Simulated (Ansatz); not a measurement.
# B, A15: geometry optimisation

Level of theory: Ansatz 0.2.0, DFT, revPBE, plane waves (420 eV) with PAW, scalar-relativistic. The PAW files were generated under PBE, with cores re-solved for the functional.

k-point mesh 7×7×7, Fermi-Dirac smearing 0.1 eV, no spin polarisation. Cell and atoms relax.

Starting structure:

```yaml
crystal:
  lattice:
    - [3.7428346132, 0.0, 0.0]
    - [0.0, 3.7428346132, 0.0]
    - [0.0, 0.0, 3.7428346132]
  atoms:
    - { symbol: B, position: [0.0, 0.0, 0.0] }
    - { symbol: B, position: [0.5, 0.5, 0.5] }
    - { symbol: B, position: [0.25, 0.0, 0.5] }
    - { symbol: B, position: [0.75, 0.0, 0.5] }
    - { symbol: B, position: [0.5, 0.25, 0.0] }
    - { symbol: B, position: [0.5, 0.75, 0.0] }
    - { symbol: B, position: [0.0, 0.5, 0.25] }
    - { symbol: B, position: [0.0, 0.5, 0.75] }
hamiltonian:
  xc: revpbe
  pseudopotentials:
    kind: paw
    azcp:
      B: "pseudopotentials/B.paw.azcp"
basis:
  ecutwfc: 420
  fft_grid_basis: typed
kpoints:
  mp_grid: { grid: [7, 7, 7], shift: [0, 0, 0] }
magnetization:
  spin_polarized: false
scf:
  occupations: { method: fermi_dirac, width: 0.1 }
relax:
  max_steps: 60
  f_tol: 0.01
  cell: {}
```

What cell does the relaxation end in?

Pm-3n with a = 3.680 Å; 6.23 Å³ per atom against 6.55 at the start (-4.9 %).

How much energy does the relaxation gain?

11.3 meV per atom.
